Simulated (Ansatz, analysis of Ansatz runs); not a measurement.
# Migration in La2O3 (P-3m1): V_O hop (2.9 Å), charge +2, part 2 of 2

Wanted: path and barrier of a jump of O in La2O3 (P-3m1) at charge +2. The case: V_O hop (2.9 Å), in a cell of 20 host atoms with 1 O taken out.

Ansatz 0.2.0; plane-wave PAW DFT, PBEsol; nudged elastic band between two relaxed defect structures at fixed charge in a uniform background.

So far: The starting structure; Relaxation of the start point, charge +2; Relaxation of the end point, charge +2.

## (4) Nudged elastic band, charge +2

3 movable images are laid between the ends on a pair-potential path, which keeps atoms from colliding in the first guess. Each image feels the true force across the path and a spring force along it. The highest image is set to climb to the top of the path.

This step: plane-wave PAW DFT, PBEsol; nudged elastic band between two relaxed defect structures at fixed charge in a uniform background.

The input, qp2_c20k1s.neb/input.yaml:

```yaml
crystal:
  lattice:
    - [-5.85878787, 3.38257281, 6.04134098]
    - [5.85878787, -3.38257281, 6.04134098]
    - [1.95292932, 3.38257275, -6.04134098]
  atoms:
    - { symbol: La, position: [0.03825663, 0.20418623, 0.49830217] }
    - { symbol: La, position: [0.05550434, 0.7165311, 0.00998924] }
    - { symbol: La, position: [0.54390885, 0.20492621, -0.01307381] }
    - { symbol: La, position: [0.54833613, 0.72845941, 0.4983205] }
    - { symbol: La, position: [0.42747037, 0.26943206, 0.49836091] }
    - { symbol: La, position: [0.45258689, 0.79929921, -0.00866859] }
    - { symbol: La, position: [0.95945833, 0.30634108, 0.00520271] }
    - { symbol: La, position: [0.95565459, 0.7941493, 0.49831335] }
    - { symbol: O, position: [0.36821817, 0.04562609, 0.04566208] }
    - { symbol: O, position: [0.35884293, 0.50048698, 0.49818657] }
    - { symbol: O, position: [0.83838891, 0.00798617, 0.49831892] }
    - { symbol: O, position: [0.82098134, 0.49837914, -0.04906945] }
    - { symbol: O, position: [0.15210892, 0.49127438, -0.00434059] }
    - { symbol: O, position: [0.16155065, 0.99580142, 0.49850991] }
    - { symbol: O, position: [0.65468045, 0.99373756, 0.00081107] }
    - { symbol: O, position: [-0.0326654, -0.05694672, -0.05694718] }
    - { symbol: O, position: [-0.00024164, 0.51520655, 0.498261] }
    - { symbol: O, position: [0.48788879, -0.01443328, 0.4987078] }
    - { symbol: O, position: [0.52241244, 0.49824059, 0.05316192] }
total_charge: 2
basis:
  ecutwfc: 420
  xc_grid: 2
hamiltonian:
  xc: pbesol
kpoints:
  mp_grid: { grid: [1, 1, 1], shift: [0.25, 0.25, 0.25] }
scf:
  occupations: { method: fixed }
  max_iter: 100
output:
  forces: true
neb:
  images: 3
  f_tol: 0.04
  climbing: true
  initial_path: idpp
  max_iterations: 45
  order_check: false
  final_atoms:
    - { symbol: La, position: [0.04467904, 0.20070361, 0.51000311] }
    - { symbol: La, position: [0.06975948, 0.73055612, 0.00296588] }
    - { symbol: La, position: [0.54165031, 0.20589986, 0.00302547] }
    - { symbol: La, position: [0.53765156, 0.69355541, 0.49591602] }
    - { symbol: La, position: [0.44165671, 0.28336497, 0.49116208] }
    - { symbol: La, position: [0.45901894, 0.7958091, 0.00292971] }
    - { symbol: La, position: [0.94880824, 0.27153675, 0.00287199] }
    - { symbol: La, position: [0.95337006, 0.7951467, 0.51447097] }
    - { symbol: O, position: [0.33568447, 0.00428765, 0.00281686] }
    - { symbol: O, position: [0.3450373, 0.50875303, 0.50553775] }
    - { symbol: O, position: [0.84253646, 0.00629421, 0.50043049] }
    - { symbol: O, position: [0.67625458, 0.50161331, -0.44955781] }
    - { symbol: O, position: [0.13819692, 0.49924849, 0.0028491] }
    - { symbol: O, position: [0.1291159, 0.95453228, 0.45590284] }
    - { symbol: O, position: [0.6588677, 0.99195026, 0.00286992] }
    - { symbol: O, position: [0.00944597, 0.01448965, 0.00275452] }
    - { symbol: O, position: [-0.02547183, 0.50164371, 0.44763475] }
    - { symbol: O, position: [0.52977047, 0.05683564, 0.55798466] }
    - { symbol: O, position: [0.4975148, 0.48491684, 0.00334687] }
```

On the command line:

```bash
ansatz run input.yaml --threads 8 --pin off --max-ram 14131MiB --backend cpu --events-out ev --progress --plain --runs-dir out
```

Numbers of over 12 decimals in the logs are rounded to 6 here.

The program printed:

```text
[...]
Warning: neb: disabling space-group detection — the band's intermediate images generally break the endpoint symmetry, so the full k-mesh is solved, and no spatial operation symmetrises the density, except that a semilocal band can use its path's symmetry [...]
[...]
parallel-image band execution: 3 concurrent image workers
NEB image 0
Crystal: 19 atoms, lattice volume = 319.269 Å³
Basis set: ecut = 420 eV, 6159 PW (Γ), exchange–correlation on 128×128×100 points (8 copies of the dense FFT grid, shifted against one another)
Bands: 95, of which v1, the nominal top of the filled ones, is band 76 counted from 1 (75 counted from 0)
Symmetry: 1 space group operations
k-points: 1
[...]
SCF iter   1: F=—  HF=-55520.185142 eV  |F-HF|=—  |Δ(HF+E_count)|=         —  Δρ=1.44e-2  dr2=9.83e-1  ethr=1.77e-3  ⟨swp⟩=4.0  Hψ=365  notcnv=0  defer=13
[...]
SCF iter  11: F=-55519.949980 eV  HF=-55519.949980 eV  |F-HF|=3.96e-9  |Δ(HF+E_count)|=   3.40e-8  Δρ=3.09e-6  dr2=3.54e-8  ethr=6.58e-11  ⟨swp⟩=3.0  Hψ=394  notcnv=0
SCF 1 converged in 11 iterations: F = -55519.949980 eV  dr2 = 3.54e-8
[...]
NSCF: frozen V_eff on 1 k-points
NEB image 4
SCF iter   1: F=—  HF=-55520.185307 eV  |F-HF|=—  |Δ(HF+E_count)|=         —  Δρ=1.44e-2  dr2=9.84e-1  ethr=1.77e-3  ⟨swp⟩=4.0  Hψ=365  notcnv=0  defer=13
[...]
SCF iter  11: F=-55519.949995 eV  HF=-55519.949995 eV  |F-HF|=4.86e-9  |Δ(HF+E_count)|=   3.08e-8  Δρ=2.98e-6  dr2=3.34e-8  ethr=6.58e-11  ⟨swp⟩=3.0  Hψ=394  notcnv=0
SCF 2 converged in 11 iterations: F = -55519.949995 eV  dr2 = 3.34e-8
[...]
NEB end point (image 0): max|allowed force component| = 9.568e-3 eV/Å (the criterion of neb.relax_end_points is 1.000e-2)
NEB end point (image 4): max|allowed force component| = 5.882e-3 eV/Å (the criterion of neb.relax_end_points is 1.000e-2)
NEB image 1
SCF iter   1: F=—  HF=-55519.443602 eV  |F-HF|=—  |Δ(HF+E_count)|=         —  Δρ=1.41e-2  dr2=7.95e-1  ethr=1.77e-3  ⟨swp⟩=4.0  Hψ=360  notcnv=0  defer=16
[...]
SCF iter  11: F=-55519.261126 eV  HF=-55519.261126 eV  |F-HF|=1.97e-8  |Δ(HF+E_count)|=   3.48e-8  Δρ=3.92e-6  dr2=5.14e-8  ethr=6.58e-11  ⟨swp⟩=3.0  Hψ=335  notcnv=0
SCF 3 converged in 11 iterations: F = -55519.261126 eV  dr2 = 5.14e-8
NEB image 2
SCF iter   1: F=—  HF=-55518.996911 eV  |F-HF|=—  |Δ(HF+E_count)|=         —  Δρ=1.41e-2  dr2=7.61e-1  ethr=1.77e-3  ⟨swp⟩=4.0  Hψ=360  notcnv=0  defer=16
[...]
SCF iter  11: F=-55518.823489 eV  HF=-55518.823489 eV  |F-HF|=6.29e-9  |Δ(HF+E_count)|=   4.84e-8  Δρ=3.14e-6  dr2=3.40e-8  ethr=6.58e-11  ⟨swp⟩=3.0  Hψ=401  notcnv=0
SCF 4 converged in 11 iterations: F = -55518.823489 eV  dr2 = 3.40e-8
NEB image 3
SCF iter   1: F=—  HF=-55519.503179 eV  |F-HF|=—  |Δ(HF+E_count)|=         —  Δρ=1.40e-2  dr2=7.93e-1  ethr=1.77e-3  ⟨swp⟩=4.0  Hψ=360  notcnv=0  defer=16
[...]
SCF iter  11: F=-55519.321691 eV  HF=-55519.321691 eV  |F-HF|=2.32e-8  |Δ(HF+E_count)|=   2.12e-8  Δρ=3.98e-6  dr2=5.20e-8  ethr=6.58e-11  ⟨swp⟩=5.0  Hψ=329  notcnv=0
SCF 5 converged in 11 iterations: F = -55519.321691 eV  dr2 = 5.20e-8
NEB iter   1: max|band force component| = 7.985e-1 eV/Å  barrier→ = 1.1265 eV  barrier← = 1.1265 eV  Δτ_max = 0.2000 Å  (55 SCF iters)
NEB image 1
[...]
iter 1 solved again at ethr=8.41e-4 eV; its pass at ethr=3.10e-3 eV (dr2=1.28e0 eV) is discarded
[...]
SCF iter  11: F=-55519.072428 eV  HF=-55519.072428 eV  |F-HF|=4.17e-9  |Δ(HF+E_count)|=   6.32e-9  Δρ=2.50e-6  dr2=2.27e-8  ethr=6.58e-11  ⟨swp⟩=3.0  Hψ=331  notcnv=0
SCF 6 converged in 11 iterations: F = -55519.072428 eV  dr2 = 2.27e-8
NEB image 2
[...]
SCF iter  11: F=-55518.569527 eV  HF=-55518.569527 eV  |F-HF|=3.17e-9  |Δ(HF+E_count)|=   3.78e-9  Δρ=2.25e-6  dr2=1.73e-8  ethr=6.58e-11  ⟨swp⟩=4.0  Hψ=314  notcnv=0
SCF 7 converged in 11 iterations: F = -55518.569527 eV  dr2 = 1.73e-8
NEB image 3
[...]
SCF iter  11: F=-55519.066017 eV  HF=-55519.066017 eV  |F-HF|=1.85e-8  |Δ(HF+E_count)|=   1.60e-9  Δρ=3.31e-6  dr2=3.69e-8  ethr=6.58e-11  ⟨swp⟩=4.0  Hψ=316  notcnv=0
SCF 8 converged in 11 iterations: F = -55519.066017 eV  dr2 = 3.69e-8
NEB iter   2: max|band force component| = 1.998e0 eV/Å  barrier→ = 1.3805 eV  barrier← = 1.3805 eV  Δτ_max = 0.1015 Å  (33 SCF iters)
NEB image 1
[...]
SCF iter   9: F=-55519.522140 eV  HF=-55519.522140 eV  |F-HF|=3.23e-8  |Δ(HF+E_count)|=   6.29e-8  Δρ=4.67e-6  dr2=8.48e-8  ethr=6.58e-11  ⟨swp⟩=4.0  Hψ=399  notcnv=0
SCF 9 converged in 9 iterations: F = -55519.522140 eV  dr2 = 8.48e-8
NEB image 2
[...]
SCF iter  10: F=-55519.107020 eV  HF=-55519.107020 eV  |F-HF|=2.04e-8  |Δ(HF+E_count)|=   4.51e-8  Δρ=3.25e-6  dr2=3.26e-8  ethr=6.58e-11  ⟨swp⟩=4.0  Hψ=319  notcnv=0
SCF 10 converged in 10 iterations: F = -55519.107020 eV  dr2 = 3.26e-8
NEB image 3
[...]
SCF iter  10: F=-55519.558122 eV  HF=-55519.558122 eV  |F-HF|=2.14e-8  |Δ(HF+E_count)|=   8.31e-8  Δρ=3.43e-6  dr2=3.75e-8  ethr=6.58e-11  ⟨swp⟩=4.0  Hψ=319  notcnv=0
SCF 11 converged in 10 iterations: F = -55519.558122 eV  dr2 = 3.75e-8
NEB iter   3: max|band force component| = 3.279e-1 eV/Å  barrier→ = 0.8430 eV  barrier← = 0.8430 eV  CI = image 2  Δτ_max = 0.0240 Å  (29 SCF iters)
[...]
NEB iter   4: max|band force component| = 1.748e-1 eV/Å  barrier→ = 0.8211 eV  barrier← = 0.8211 eV  CI = image 2  Δτ_max = 0.0394 Å  (22 SCF iters)
[...]
NEB iter   5: max|band force component| = 1.121e-1 eV/Å  barrier→ = 0.7991 eV  barrier← = 0.7992 eV  CI = image 2  Δτ_max = 0.0347 Å  (27 SCF iters)
[...]
NEB iter   6: max|band force component| = 9.611e-2 eV/Å  barrier→ = 0.7938 eV  barrier← = 0.7938 eV  CI = image 2  Δτ_max = 0.0095 Å  (23 SCF iters)
[...]
NEB iter   7: max|band force component| = 5.211e-2 eV/Å  barrier→ = 0.7927 eV  barrier← = 0.7927 eV  CI = image 2  Δτ_max = 0.0142 Å  (19 SCF iters)
[...]
NEB iter   8: max|band force component| = 5.199e-2 eV/Å  barrier→ = 0.7922 eV  barrier← = 0.7923 eV  CI = image 2  Δτ_max = 0.0066 Å  (20 SCF iters)
NEB image 1
[...]
SCF iter   6: F=-55519.604689 eV  HF=-55519.604689 eV  |F-HF|=1.27e-8  |Δ(HF+E_count)|=   1.81e-7  Δρ=2.88e-6  dr2=2.46e-8  ethr=6.58e-11  ⟨swp⟩=3.0  Hψ=395  notcnv=0
SCF 27 converged in 6 iterations: F = -55519.604689 eV  dr2 = 2.46e-8
NEB image 2
[...]
SCF iter   6: F=-55519.157975 eV  HF=-55519.157975 eV  |F-HF|=2.49e-8  |Δ(HF+E_count)|=   2.96e-7  Δρ=4.00e-6  dr2=4.07e-8  ethr=6.58e-11  ⟨swp⟩=3.0  Hψ=399  notcnv=0
SCF 28 converged in 6 iterations: F = -55519.157975 eV  dr2 = 4.07e-8
NEB image 3
[...]
SCF iter   6: F=-55519.612590 eV  HF=-55519.612590 eV  |F-HF|=3.94e-9  |Δ(HF+E_count)|=   2.57e-8  Δρ=2.70e-6  dr2=2.02e-8  ethr=6.58e-11  ⟨swp⟩=4.0  Hψ=319  notcnv=0
SCF 29 converged in 6 iterations: F = -55519.612590 eV  dr2 = 2.02e-8
NEB image 1
[...]
NEB image 3
[...]
NEB image 2
[...]
the band table was solved once a step of the walk had ended and its energy, with any forces and stress, was formed, with the checks that follow a solve (634 applications of the Hamiltonian). They found nothing against the state; [...]
NEB iter   9: max|band force component| = 2.061e-2 eV/Å  barrier→ = 0.7920 eV  barrier← = 0.7920 eV  CI = image 2  Δτ_max = 0.0000 Å  (18 SCF iters)
SCF converged after 6 iterations
Free energy (F): -55519.157975 eV
[...]
Internal energy: -55519.157975 eV  (E = F + TS)
E sigma→0 (E₀):  -55519.157975 eV
Fermi energy:    9.538385 eV
[...]
--- Forces (eV/Å), atoms counted from 1 ---
  atom   1  La     0.00584639     0.00671059     0.00440065
  atom   2  La     0.00054487    -0.00405233     0.00235193
  atom   3  La     0.01688402     0.00058604     0.01642957
  atom   4  La    -0.01253486    -0.01577897    -0.00826063
  atom   5  La     0.00365389     0.02052125    -0.00275108
  atom   6  La    -0.00187026    -0.01090720    -0.01248867
  atom   7  La     0.01352149     0.00454995     0.00936286
  atom   8  La    -0.01918670    -0.00273604    -0.00811241
  atom   9  O     -0.00288258     0.00379601     0.00962358
  atom  10  O      0.00849378     0.00462731     0.01202062
  atom  11  O      0.00380487    -0.00153403    -0.00600351
  atom  12  O     -0.01397490    -0.00279564    -0.00097010
  atom  13  O     -0.00559145    -0.00229723    -0.00924748
  atom  14  O      0.00775303    -0.00525430    -0.01400925
  atom  15  O     -0.00452609     0.01038076     0.00750696
  atom  16  O      0.00554655    -0.00463317     0.00028473
  atom  17  O     -0.00406534     0.00142267     0.00134433
  atom  18  O     -0.00614866     0.00138778     0.00108577
  atom  19  O      0.00475572    -0.00393309    -0.00263065
  max |Σ_I F_I| component: 6.28e-5 eV/Å
--- Band table (eV) ---
[...]
this run last wrote the band of iteration 9 to <dir>
--- NEB band (5 images, 9 band iterations, 246 SCF iterations) ---
  forward barrier  = 0.792005 eV
  backward barrier = 0.792020 eV
  climbing image's point = of an order that was not read
  energies are F+E_penalty+E_count in eV, relative to image 0
  image     s (Å)  Δ vs image 0  max|band force component| (eV/Å)
      0    0.0000      0.000000                                 —
      1    0.7139      0.345291                          1.230e-2
  *   2    1.4279      0.792005                          2.061e-2
      3    2.1543      0.337389                          1.902e-2
      4    2.8808     -0.000015                                 —
  climbing-image geometry (image 2):
  cell:  # Å, volume = 319.2692 Å³
    - [-5.85878787, 3.38257281, 6.04134098]
    - [5.85878787, -3.38257281, 6.04134098]
    - [1.95292932, 3.38257275, -6.04134098]
  atoms:
    - { symbol: La, position: [0.042310, 0.205046, 0.502811] }
    - { symbol: La, position: [0.074385, 0.732688, 0.009291] }
    - { symbol: La, position: [0.545304, 0.204864, 0.004408] }
    - { symbol: La, position: [0.547211, 0.712466, 0.511168] }
    - { symbol: La, position: [0.421427, 0.264897, 0.488964] }
    - { symbol: La, position: [0.455626, 0.795540, -0.000836] }
    - { symbol: La, position: [0.949836, 0.283227, -0.010866] }
    - { symbol: La, position: [0.951150, 0.793004, 0.491518] }
    - { symbol: O, position: [0.337368, 0.009138, 0.009564] }
    - { symbol: O, position: [0.338907, 0.495831, 0.494072] }
    - { symbol: O, position: [0.844395, 0.010560, 0.493012] }
    - { symbol: O, position: [0.749705, 0.508440, -0.238053] }
    - { symbol: O, position: [0.156006, 0.502120, 0.006691] }
    - { symbol: O, position: [0.162225, 0.993224, 0.492034] }
    - { symbol: O, position: [0.652976, 0.988326, 0.006019] }
    - { symbol: O, position: [-0.032431, -0.025410, -0.060361] }
    - { symbol: O, position: [-0.032701, 0.498133, 0.438464] }
    - { symbol: O, position: [0.529328, 0.025305, 0.558575] }
    - { symbol: O, position: [0.530418, 0.502511, 0.065486] }
```

Wall time 62 s (8 threads of Arm Neoverse N1, shared host); peak memory 1.2 GiB; 6 min of CPU time.

Images along the path:

| image | path (Å) | energy (eV) | O12: x, y, z (Å) |
| --- | --- | --- | --- |
| 0 | 0.000 | 0.0000 | -1.986, 0.925, 8.267 |
| 1 | 0.714 | 0.3453 | -1.985, 0.525, 8.644 |
| 2 | 1.428 | 0.7920 | -1.878, 0.011, 9.039 |
| 3 | 2.154 | 0.3374 | -1.839, -0.524, 9.450 |
| 4 | 2.881 | 0.0000 | -1.901, -0.930, 9.832 |

This step gave:

| Property | Result |
| --- | --- |
| free energy | -55519.1580 eV |
| barrier forward | 0.7920 eV |
| barrier backward | 0.7920 eV |
| end less start | -1.49e-5 eV |
| hop length | 2.428 Å |

Track of the atom that was set to move:

| image | x (Å) | y (Å) | z (Å) | nearest neighbour | distance (Å) |
| --- | --- | --- | --- | --- | --- |
| 0 | -1.986 | 0.925 | 8.267 | La | 2.328 |
| 1 | -1.985 | 0.525 | 8.644 | La | 2.231 |
| 2 | -1.878 | 0.011 | 9.039 | La | 2.171 |
| 3 | -1.839 | -0.524 | 9.45 | La | 2.231 |
| 4 | -1.901 | -0.93 | 9.832 | La | 2.328 |

The band met its tolerance of 0.04 eV/Å after 9 iterations, with image 2 on top (the start counts as 0). O12, which moves farthest between the ends, has 4 La at 2.33 to 2.50 Å nearest at the start and 2 La at 2.17 Å at the top.

## (5) What came out

| Quantity | Value |
| --- | --- |
| barrier forward | 0.79 eV |
| barrier backward | 0.79 eV |
| end less start | 0.00 eV |
| hop length | 2.43 Å |
| band iterations, as the log counts them | 9 |

What this shows: The top of the band lies 0.79 eV above the start and 0.79 eV above the end, which are alike in energy and neighbours. In the end relaxations the farther half of the atoms moved by 0.18 Å r.m.s. or more, so the host itself may distort at this sampling, and part of the barrier may belong to that. At the top O12 stands 2.17 Å from its nearest La, 0.16 Å closer than at the start. The order of the top as a saddle was not checked for all atoms, so a bent path could be lower. No image-charge correction is applied; it largely cancels along a path if the charge stays localised alike. What this leaves open: one k-point off the zone centre stands for the whole zone; periodic copies of the defect are only 7.2 Å apart; spin–orbit coupling, which can matter with heavy atoms, is left out.

[Logs are printed without paths, hosts, clocks, repeated set-up lines and the standing remarks that a program may print on its own settings, such as how far it seeks lower states.]

[Hosts, paths, dates, database ids (printed as entryN), source tags and the programs' standing remarks are cut or masked in the printed files.]
